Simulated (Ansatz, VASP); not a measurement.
**PtS2 in VASP and in Ansatz**

```
Pt S
1.0
     3.56308    0.00000    0.00000
    -1.78154    3.08572    0.00000
     0.00000    0.00000    4.51922
Pt S
1 2
Direct
  0.00000 0.00000 0.00000
  0.33333 0.66667 0.26270
  0.66667 0.33333 0.73730
```

Alike in both runs: functional LDA; k mesh 10 × 10 × 6; occupations fermi-dirac, width 0.1 eV; no spin polarisation.

Ansatz relaxed the structure, and its values are those at the end. VASP's run is a single point on that final structure, the one shown.

|  | VASP | Ansatz |
| --- | --- | --- |
| version | VASP 6.6.1 | Ansatz 0.2.0 |
| potentials or method | VASP PAW LDA potentials, release 64 (Pt, S) | PAW with Ansatz's default frozen-core files, scalar-relativistic |
| plane-wave cutoff (eV) | 520 | 420 |
| valence electrons in the cell | 22 | 30 |

```csv
,VASP,Ansatz,Ansatz less VASP
pressure (GPa),0.0,0.0,0.00
```

The two sets of potentials don't hold the same shells in valence.

Spin-orbit coupling is left out, which matters for the levels of Pt.
